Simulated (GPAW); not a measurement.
**How the smearing moves the magnetism of free-standing triangular Co monolayer, spacing 2.65 A**

Wanted: the cheapest choice of the smearing that holds the magnetic results of free-standing triangular Co monolayer, spacing 2.65 A.

Calculated with GPAW 26.7.0; PBE; plane waves with GPAW's PAW setups, scalar-relativistic.

## Step 1: Starting point

The cell holds 1 atom: 1 Co. Its edges and angles: a = 2.650 Å, b = 2.650 Å, c = 14.000 Å, α = 90.0°, β = 90.0°, γ = 120.0°. model lattice. Vacuum lies along c.

## Step 2: Rung 1 (width 0.4 eV), start ferro +

A wide smearing converges easily but acts like a high temperature on the moments; each rung narrows it.

Input file order1.py:

```python
import json
import numpy as np
from ase import Atoms
from ase.parallel import paropen, parprint
from gpaw import GPAW

atoms = Atoms(['Co'],
    cell=[[2.65, 0.0, 0.0],
         [-1.325, 2.294967, 0.0],
         [0.0, 0.0, 14.0]],
    scaled_positions=[[0.0, 0.0, 0.5]],
    pbc=True,
    magmoms=[2.0])
atoms.calc = GPAW(mode={'name': 'pw', 'ecut': 550},
    xc='PBE',
    kpts={'size': (12, 12, 1), 'gamma': True},
    occupations={'name': 'fermi-dirac', 'width': 0.4},
    convergence={'density': 1e-05, 'energy': 1e-05},
    maxiter=200,
    symmetry={'tolerance': 1e-4},
    txt='order1.txt')
e = atoms.get_potential_energy(force_consistent=True)
res = {'free_energy': e, 'energy_sigma0': atoms.get_potential_energy(), 'fermi_energy': atoms.calc.get_fermi_level()}
res['moments'] = atoms.get_magnetic_moments().tolist()
res['total'] = atoms.get_magnetic_moment()
parprint('site moments (muB):', np.round(res['moments'], 3))
parprint(f"total moment: {res['total']:.3f} muB")
parprint(f'free energy: {e:.6f} eV')
atoms.calc.write('order1.gpw')
with paropen('results.json', 'w') as f:
    json.dump(res, f)
```

Launch:

```sh
$ OMP_NUM_THREADS=1 python3 order1.py > order1.log
```

Numbers of over 12 decimals in the logs are rounded to 6 here.

The program printed:

```text
site moments (muB): [1.846]
total moment: 1.888 muB
free energy: -7.001915 eV

--- order1.txt ---
Input parameters:
  mode=PW(ecut=550),
  convergence={'density': 1e-05, 'energy': 1e-05},
  kpts=MonkhorstPack(size=(12, 12, 1), gamma=True),
  maxiter=200,
  occupations=Occupations(name='fermi-dirac', width=0.4),
  symmetry=Symmetry(tolerance=0.0001),
  xc=XC(name='PBE')

Diagonalizing LCAO Hamiltonian
Converting LCAO to pw mode

       Co

Atoms  # Å, Bohr magnetons
|   | symbol |        x |        y |        z |    initial magnetic moments |
|---|--------|----------|----------|----------|-----------------------------|
| 0 |     Co | 0.000000 | 0.000000 | 7.000000 | ( 0.0000,  0.0000,  2.0000) |

Unit cell  # Å
| periodic |         x |        y |         z |   lengths |     angles |
|----------|-----------|----------|-----------|-----------|------------|
|      yes |  2.650000 | 0.000000 |  0.000000 |  2.650000 |  90.000000 |
|      yes | -1.325000 | 2.294967 |  0.000000 |  2.650000 |  90.000000 |
|      yes |  0.000000 | 0.000000 | 14.000000 | 14.000000 | 120.000003 |

Number of symmetries: 24

BZ-sampling:
  Number of BZ points: 144
  Number of IBZ points: 19

  Monkhorst-Pack size: [12, 12, 1]
  Monkhorst-Pack shift: [0.041667, 0.041667, 0.0]

Plane wave coefficients: 2523
Cutoff: 550.0 eV

Spin-components: 2 (collinear spins)
Bands:           9
Projectors:      6
Spin-degeneracy: 1
Datatype:        complex128

Parallelization:
  kpt:    1
  domain: 1
  band:   1

Density:
  Valence electrons: 9.0
  Components: 2
  Grid points: [15 15 80]
  Charge: 0.0  # |e|

Potential:
  Grid points: [15 15 80]

[... setups left out ...]
Reference energy: -37902.709906  # eV

eigensolver:
  PPCG
  Converge bands: occupied
  niter=2

density mixing:
  MSR1-Mixer
  Pratt-step length: 0.05
  Maximum mixing coefficient: 0.75
  Old densities: 10
  SVD Regularization: 0.005
  Good broyden scale: 1.0
  Trust region scale: 1.0
  Backstep threshold: 4.0
  History deletion threshold: 6.0
  Fourier metric: weight=20.0, sigma=0.015

occupation numbers:
  Fermi-Dirac:
    width: 0.4000  # eV

poisson solver:
  ecut: 4400.0  # eV

xc functional:
  name: PBE with 2 nearest neighbor stencil

convergence criteria:
- Maximum integral of absolute [dens]ity change: 1e-05 electrons / valence electron
- Maximum [total energy] change in last 3 cyles: 1e-05 eV / valence electron
- Maximum integral of absolute [eigenst]ate change: 4e-08 eV^2 / valence electron
maximum number of iterations: 200

SCF iterations
|iter     |      energy | eigst |  dens |  magmom |
|---------|-------------|-------|-------|---------|
|iter:   1|       0s |   -6.748986 | +0.10 |       |  +2.0031|
|iter:   2|       0s |   -6.613028 | -1.46 | -0.89 |  +1.9933|
|iter:   3|       1s |   -6.421362 | -1.22 | -0.98 |  +1.9574|
|iter:   4|       1s |   -6.412364 | -2.68 | -1.36 |  +1.9388|
|iter:   5|       1s |   -6.414253 | -2.63 | -1.53 |  +1.9055|
|iter:   6|       2s |   -6.417916 | -3.62 | -1.94 |  +1.8930|
|iter:   7|       2s |   -6.421938 | -3.45 | -2.14 |  +1.8793|
|iter:   8|       2s |   -6.422970 | -4.44 | -2.63 |  +1.8815|
|iter:   9|       3s |   -6.423309 | -5.47 | -3.05 |  +1.8848|
|iter:  10|       3s |   -6.423456 | -6.07 | -3.44 |  +1.8869|
|iter:  11|       4s |   -6.423425 | -6.74 | -3.76 |  +1.8873|
|iter:  12|       4s |   -6.423414c| -7.50c| -4.38 |  +1.8875|
|iter:  13|       4s |   -6.423413c| -8.00c| -4.90 |  +1.8875|
|iter:  14|       4s |   -6.423413c| -8.57c| -5.39c|  +1.8876|

Converged in 14 steps
Energy contributions relative to reference atoms: (reference = -37902.709906)

Energy contributions:
  Kinetic:           7.694953
  Coulomb:          -6.456367
  Zero:             -0.061297
  External:          0.000000
  Xc:               -7.022200
  Entropy:          -1.157004
  Spinorbit:         0.000000
  ----------------------------
  Free energy:      -7.001915
  Extrapolated:     -6.423413

dipole moment: (-3.547626, -6.144668, -0.000004)  # |e|*Ang

Total magnetic moment: (0.000000, 0.000000, 1.887560)

Local magnetic moments
|        x |        y |        z |
|----------|----------|----------|
| 0.000000 | 0.000000 | 1.846382 |  # Co   0

Fermi level: -2.662
Eigenvalues  # (at kpt = [-0.000, -0.000, 0.000])
| band index |      eig [eV] | occ [0-1] |      eig [eV] | occ [0-1] |
|------------|---------------|-----------|---------------|-----------|
|          0 |        -7.999 |     1.000 |        -7.711 |     1.000 |
|          1 |        -5.037 |     0.997 |        -3.361 |     0.852 |
|          2 |        -4.803 |     0.995 |        -3.082 |     0.741 |
|          3 |        -4.803 |     0.995 |        -3.082 |     0.741 |
|          4 |        -4.037 |     0.969 |        -2.034 |     0.172 |
|          5 |        -4.037 |     0.969 |        -2.034 |     0.172 |
|          6 |        -2.035 |     0.173 |        -1.915 |     0.134 |
|          7 |         1.613 |     0.000 |         1.620 |     0.000 |
|          8 |         2.699 |     0.000 |         2.640 |     0.000 |

No gap
No difference between direct/indirect transitions
```

It took 8 s on 1 MPI rank of AMD EPYC 9R45, shared host; peak memory 0.19 GiB.

Numbers from this step:

```yaml
magnetization: 1.888 μB
final_state: ferromagnetic
largest_moment: 1.846 μB
```

After 14 cycles the largest moment stands at 1.85 μB.

## Step 3: Rung 1 (width 0.4 eV), start antiferro q=(0,1/2,0) +-

The second start gives the energy difference between the two end states, the quantity that is followed up the ladder. Its q is in fractions of the reciprocal vectors of the first run's cell.

order2.py is the script of step 2 with these lines changed:

```diff
@@ -6,12 +6,13 @@
 
-atoms = Atoms(['Co'],
+atoms = Atoms(['Co', 'Co'],
     cell=[[2.65, 0.0, 0.0],
-         [-1.325, 2.294967, 0.0],
+         [-2.65, 4.589934, 0.0],
          [0.0, 0.0, 14.0]],
-    scaled_positions=[[0.0, 0.0, 0.5]],
+    scaled_positions=[[0.0, 0.0, 0.5],
+         [0.0, 0.5, 0.5]],
     pbc=True,
-    magmoms=[2.0])
+    magmoms=[2.0, -2.0])
 atoms.calc = GPAW(mode={'name': 'pw', 'ecut': 550},
     xc='PBE',
-    kpts={'size': (12, 12, 1), 'gamma': True},
+    kpts={'size': (12, 6, 1), 'gamma': True},
     occupations={'name': 'fermi-dirac', 'width': 0.4},
@@ -20,3 +21,3 @@
     symmetry={'tolerance': 1e-4},
-    txt='order1.txt')
+    txt='order2.txt')
 e = atoms.get_potential_energy(force_consistent=True)
@@ -28,3 +29,3 @@
 parprint(f'free energy: {e:.6f} eV')
-atoms.calc.write('order1.gpw')
+atoms.calc.write('order2.gpw')
 with paropen('results.json', 'w') as f:
```

Launch:

```sh
$ OMP_NUM_THREADS=1 python3 order2.py > order2.log
```

The program printed:

```text
site moments (muB): [ 1.62 -1.62]
total moment: 0.000 muB
free energy: -13.868397 eV

--- order2.txt ---
Input parameters:
  mode=PW(ecut=550),
  convergence={'density': 1e-05, 'energy': 1e-05},
  kpts=MonkhorstPack(size=(12, 6, 1), gamma=True),
  maxiter=200,
  occupations=Occupations(name='fermi-dirac', width=0.4),
  symmetry=Symmetry(tolerance=0.0001),
  xc=XC(name='PBE')

Diagonalizing LCAO Hamiltonian
Converting LCAO to pw mode

         Co
          Co

Atoms  # Å, Bohr magnetons
|   | symbol |         x |        y |        z |    initial magnetic moments |
|---|--------|-----------|----------|----------|-----------------------------|
| 0 |     Co |  0.000000 | 0.000000 | 7.000000 | ( 0.0000,  0.0000,  2.0000) |
| 1 |     Co | -1.325000 | 2.294967 | 7.000000 | ( 0.0000,  0.0000, -2.0000) |

Number of symmetries: 4

BZ-sampling:
  Number of BZ points: 72
  Number of IBZ points: 38

  Monkhorst-Pack size: [12, 6, 1]
  Monkhorst-Pack shift: [0.041667, 0.083333, 0.0]

Plane wave coefficients: 5028
Cutoff: 550.0 eV

Spin-components: 2 (collinear spins)
Bands:           15
Projectors:      12
Spin-degeneracy: 1
Datatype:        complex128

Parallelization:
  kpt:    1
  domain: 1
  band:   1

Density:
  Valence electrons: 18.0
  Components: 2
  Grid points: [15 30 80]
  Charge: 0.0  # |e|

Potential:
  Grid points: [15 30 80]

[... setups left out ...]
Reference energy: -75805.419811  # eV

convergence criteria:
- Maximum integral of absolute [dens]ity change: 1e-05 electrons / valence electron
- Maximum [total energy] change in last 3 cyles: 1e-05 eV / valence electron
[...]
|iter:  13|      30s |  -12.561283c| -7.11 | -3.99 |  +0.0000|
|iter:  14|      33s |  -12.561304c| -7.46c| -4.37 |  +0.0000|
|iter:  15|      36s |  -12.561324c| -8.05c| -4.52 |  +0.0000|
|iter:  16|      37s |  -12.561344c| -7.69c| -4.78 |  +0.0000|
|iter:  17|      39s |  -12.561346c| -8.19c| -5.26c|  +0.0000|

Converged in 17 steps
Energy contributions relative to reference atoms: (reference = -75805.419811)

Energy contributions:
  Kinetic:          15.414760
  Coulomb:         -12.881903
  Zero:             -0.124787
  External:          0.000000
  Xc:              -13.662367
  Entropy:          -2.614101
  Spinorbit:         0.000000
  ----------------------------
  Free energy:     -13.868397
  Extrapolated:    -12.561346

dipole moment: (-7.094727, -12.288429, -0.000012)  # |e|*Ang

Total magnetic moment: (0.000000, 0.000000, 0.000001)

Local magnetic moments
|        x |        y |         z |
|----------|----------|-----------|
| 0.000000 | 0.000000 |  1.620322 |  # Co   0
| 0.000000 | 0.000000 | -1.620320 |  # Co   1

Fermi level: -2.671
Eigenvalues  # (at kpt = [-0.000, 0.000, 0.000])
| band index |      eig [eV] | occ [0-1] |      eig [eV] | occ [0-1] |
|------------|---------------|-----------|---------------|-----------|
|          0 |        -7.836 |     1.000 |        -7.836 |     1.000 |
|          1 |        -5.703 |     0.999 |        -5.703 |     0.999 |
|          2 |        -4.878 |     0.996 |        -4.878 |     0.996 |
|          3 |        -4.677 |     0.993 |        -4.677 |     0.993 |
|          4 |        -4.294 |     0.983 |        -4.294 |     0.983 |
[...]
|         11 |        -1.953 |     0.143 |        -1.953 |     0.143 |
|         12 |        -0.848 |     0.010 |        -0.848 |     0.010 |
|         13 |         1.619 |     0.000 |         1.619 |     0.000 |
|         14 |         2.778 |     0.000 |         2.778 |     0.000 |

No gap
No difference between direct/indirect transitions
```

The job ended after 44 s (1 MPI rank; peak memory 0.34 GiB).

Numbers from this step:

| Property | Result |
| --- | --- |
| magnetization | 0 μB |
| final state | antiferromagnetic |
| largest moment | 1.620 μB |

This start lies +67.7 meV a seeded atom from the first; its largest moment is 1.62 μB.

## Step 4: Rung 2 (width 0.2 eV), start ferro +

order1.py is the script of step 2 with these lines changed:

```diff
@@ -16,3 +16,3 @@
     kpts={'size': (12, 12, 1), 'gamma': True},
-    occupations={'name': 'fermi-dirac', 'width': 0.4},
+    occupations={'name': 'fermi-dirac', 'width': 0.2},
     convergence={'density': 1e-05, 'energy': 1e-05},
```

Launch:

```sh
$ OMP_NUM_THREADS=1 python3 order1.py > order1.log
```

The program printed:

```text
site moments (muB): [1.979]
total moment: 1.961 muB
free energy: -6.548021 eV

--- order1.txt ---
Input parameters:
  mode=PW(ecut=550),
  convergence={'density': 1e-05, 'energy': 1e-05},
  kpts=MonkhorstPack(size=(12, 12, 1), gamma=True),
  maxiter=200,
  occupations=Occupations(name='fermi-dirac', width=0.2),
  symmetry=Symmetry(tolerance=0.0001),
  xc=XC(name='PBE')

Diagonalizing LCAO Hamiltonian
[...]
|          3 |        -4.850 |     1.000 |        -3.023 |     0.857 |
|          4 |        -4.177 |     0.999 |        -2.010 |     0.036 |
|          5 |        -4.177 |     0.999 |        -2.010 |     0.036 |
|          6 |        -2.000 |     0.035 |        -1.955 |     0.028 |
|          7 |         1.644 |     0.000 |         1.609 |     0.000 |
|          8 |         2.747 |     0.000 |         2.624 |     0.000 |

No gap
No difference between direct/indirect transitions


[key lines of the parts left out:]
Free energy:      -6.548021
Converged in 13 steps
dipole moment: (-3.549840, -6.148502, -0.000004)  # |e|*Ang
Fermi level: -2.665
```

The job ended after 7 s (1 MPI rank; peak memory 0.19 GiB).

This step gave:

```yaml
magnetization: 1.961 μB
final_state: ferromagnetic
largest_moment: 1.979 μB
```

The largest moment moves by +0.13 μB from rung 1, at 0.96 times its CPU time.

## Step 5: Rung 2 (width 0.2 eV), start antiferro q=(0,1/2,0) +-

order2.py is the script of step 3 with these lines changed:

```diff
@@ -17,3 +17,3 @@
     kpts={'size': (12, 6, 1), 'gamma': True},
-    occupations={'name': 'fermi-dirac', 'width': 0.4},
+    occupations={'name': 'fermi-dirac', 'width': 0.2},
     convergence={'density': 1e-05, 'energy': 1e-05},
```

Launch:

```sh
$ OMP_NUM_THREADS=1 python3 order2.py > order2.log
```

The program printed:

```text
site moments (muB): [ 1.78 -1.78]
total moment: -0.000 muB
free energy: -12.795175 eV

--- order2.txt ---
Input parameters:
  mode=PW(ecut=550),
  convergence={'density': 1e-05, 'energy': 1e-05},
  kpts=MonkhorstPack(size=(12, 6, 1), gamma=True),
  maxiter=200,
  occupations=Occupations(name='fermi-dirac', width=0.2),
  symmetry=Symmetry(tolerance=0.0001),
  xc=XC(name='PBE')

Diagonalizing LCAO Hamiltonian
[...]
|          3 |        -4.661 |     1.000 |        -4.661 |     1.000 |
|          4 |        -4.177 |     1.000 |        -4.177 |     1.000 |
[...]
|         11 |        -1.818 |     0.032 |        -1.818 |     0.032 |
|         12 |        -0.673 |     0.000 |        -0.673 |     0.000 |
|         13 |         1.612 |     0.000 |         1.612 |     0.000 |
|         14 |         2.928 |     0.000 |         2.928 |     0.000 |

No gap
No difference between direct/indirect transitions


[key lines of the parts left out:]
Free energy:     -12.795175
Converged in 21 steps
dipole moment: (-7.097862, -12.293858, -0.000012)  # |e|*Ang
Fermi level: -2.502
```

Run time: 52 s. Hardware: 1 MPI rank; peak memory 0.35 GiB.

This step gave:

```yaml
magnetization: 0 μB
final_state: antiferromagnetic
largest_moment: 1.780 μB
```

This start lies +150.4 meV a seeded atom from the first, a change of +82.7 meV since rung 1; its largest moment is 1.78 μB.

## Step 6: Rung 3 (width 0.1 eV), start ferro +

order1.py is the script of step 4 with these lines changed:

```diff
@@ -16,3 +16,3 @@
     kpts={'size': (12, 12, 1), 'gamma': True},
-    occupations={'name': 'fermi-dirac', 'width': 0.2},
+    occupations={'name': 'fermi-dirac', 'width': 0.1},
     convergence={'density': 1e-05, 'energy': 1e-05},
```

Launch:

```sh
$ OMP_NUM_THREADS=1 python3 order1.py > order1.log
```

The program printed:

```text
site moments (muB): [1.968]
total moment: 1.903 muB
free energy: -6.421247 eV

--- order1.txt ---
Input parameters:
  mode=PW(ecut=550),
  convergence={'density': 1e-05, 'energy': 1e-05},
  kpts=MonkhorstPack(size=(12, 12, 1), gamma=True),
  maxiter=200,
  occupations=Occupations(name='fermi-dirac', width=0.1),
  symmetry=Symmetry(tolerance=0.0001),
  xc=XC(name='PBE')

Diagonalizing LCAO Hamiltonian
[...]
|          3 |        -4.865 |     1.000 |        -3.082 |     0.980 |
|          4 |        -4.263 |     1.000 |        -2.034 |     0.001 |
|          5 |        -4.263 |     1.000 |        -2.034 |     0.001 |
|          6 |        -1.985 |     0.001 |        -2.006 |     0.001 |
|          7 |         1.660 |     0.000 |         1.602 |     0.000 |
|          8 |         2.766 |     0.000 |         2.617 |     0.000 |

No gap
No difference between direct/indirect transitions


[key lines of the parts left out:]
Free energy:      -6.421247
Converged in 15 steps
dipole moment: (-3.550649, -6.149904, -0.000004)  # |e|*Ang
Fermi level: -2.692
```

Elapsed: 8.4 s, on 1 MPI rank; peak memory 0.19 GiB.

Read from the output:

* magnetization: 1.903 μB
* final state: ferromagnetic
* largest moment: 1.968 μB

The largest moment moves by -0.01 μB from rung 2, at 1.2 times its CPU time.

## Step 7: Rung 3 (width 0.1 eV), start antiferro q=(0,1/2,0) +-

order2.py is the script of step 5 with these lines changed:

```diff
@@ -17,3 +17,3 @@
     kpts={'size': (12, 6, 1), 'gamma': True},
-    occupations={'name': 'fermi-dirac', 'width': 0.2},
+    occupations={'name': 'fermi-dirac', 'width': 0.1},
     convergence={'density': 1e-05, 'energy': 1e-05},
```

Launch:

```sh
$ OMP_NUM_THREADS=1 python3 order2.py > order2.log
```

The program printed:

```text
site moments (muB): [ 1.834 -1.834]
total moment: -0.000 muB
free energy: -12.548179 eV

--- order2.txt ---
Input parameters:
  mode=PW(ecut=550),
  convergence={'density': 1e-05, 'energy': 1e-05},
  kpts=MonkhorstPack(size=(12, 6, 1), gamma=True),
  maxiter=200,
  occupations=Occupations(name='fermi-dirac', width=0.1),
  symmetry=Symmetry(tolerance=0.0001),
  xc=XC(name='PBE')

Diagonalizing LCAO Hamiltonian
[...]
|          3 |        -4.523 |     1.000 |        -4.523 |     1.000 |
|          4 |        -4.104 |     1.000 |        -4.104 |     1.000 |
[...]
|         11 |        -1.696 |     0.001 |        -1.696 |     0.001 |
|         12 |        -0.588 |     0.000 |        -0.588 |     0.000 |
|         13 |         1.613 |     0.000 |         1.613 |     0.000 |
|         14 |         2.996 |     0.000 |         2.996 |     0.000 |

No gap
No difference between direct/indirect transitions


[key lines of the parts left out:]
Free energy:     -12.548179
Converged in 20 steps
dipole moment: (-7.099018, -12.295862, -0.000012)  # |e|*Ang
Fermi level: -2.418
```

Wall time 51 s (1 MPI rank); peak memory 0.35 GiB.

Read from the output:

```
magnetization  : 0 μB
final state    : antiferromagnetic
largest moment : 1.834 μB
```

This start lies +147.2 meV a seeded atom from the first, a change of -3.3 meV since rung 2; its largest moment is 1.83 μB.

## Step 8: Rung 4 (width 0.05 eV), start ferro +

order1.py is the script of step 6 with these lines changed:

```diff
@@ -16,3 +16,3 @@
     kpts={'size': (12, 12, 1), 'gamma': True},
-    occupations={'name': 'fermi-dirac', 'width': 0.1},
+    occupations={'name': 'fermi-dirac', 'width': 0.05},
     convergence={'density': 1e-05, 'energy': 1e-05},
```

Launch:

```sh
$ OMP_NUM_THREADS=1 python3 order1.py > order1.log
```

The program printed:

```text
site moments (muB): [1.946]
total moment: 1.858 muB
free energy: -6.388517 eV

--- order1.txt ---
Input parameters:
  mode=PW(ecut=550),
  convergence={'density': 1e-05, 'energy': 1e-05},
  kpts=MonkhorstPack(size=(12, 12, 1), gamma=True),
  maxiter=200,
  occupations=Occupations(name='fermi-dirac', width=0.05),
  symmetry=Symmetry(tolerance=0.0001),
  xc=XC(name='PBE')

Diagonalizing LCAO Hamiltonian
[...]
|          3 |        -4.839 |     1.000 |        -3.099 |     1.000 |
|          4 |        -4.272 |     1.000 |        -2.038 |     0.000 |
|          5 |        -4.272 |     1.000 |        -2.038 |     0.000 |
|          6 |        -1.975 |     0.000 |        -2.026 |     0.000 |
|          7 |         1.665 |     0.000 |         1.599 |     0.000 |
|          8 |         2.772 |     0.000 |         2.613 |     0.000 |

No gap
No difference between direct/indirect transitions


[key lines of the parts left out:]
Free energy:      -6.388517
Converged in 15 steps
dipole moment: (-3.550485, -6.149620, -0.000004)  # |e|*Ang
Fermi level: -2.681
```

Elapsed: 7.9 s, on 1 MPI rank; peak memory 0.19 GiB.

Numbers from this step:

```yaml
magnetization: 1.858 μB
final_state: ferromagnetic
largest_moment: 1.946 μB
```

The largest moment moves by -0.02 μB from rung 3, at 0.93 times its CPU time.

(Part 1 of 2 ends here.)

[Logs and program files are shortened in this print: banners, set-up blocks, solver, clock and traceback lines can be left out without a mark of their own.]

[Logs are printed without paths, hosts, clocks, repeated set-up lines and the standing remarks that a program may print on its own settings, such as how far it seeks lower states.]

[Hosts, paths, dates, database ids (printed as entryN), source tags and the programs' standing remarks are cut or masked in the printed files.]

[Where a cell is said to come from a database of computed structures, the database is the Materials Project.]
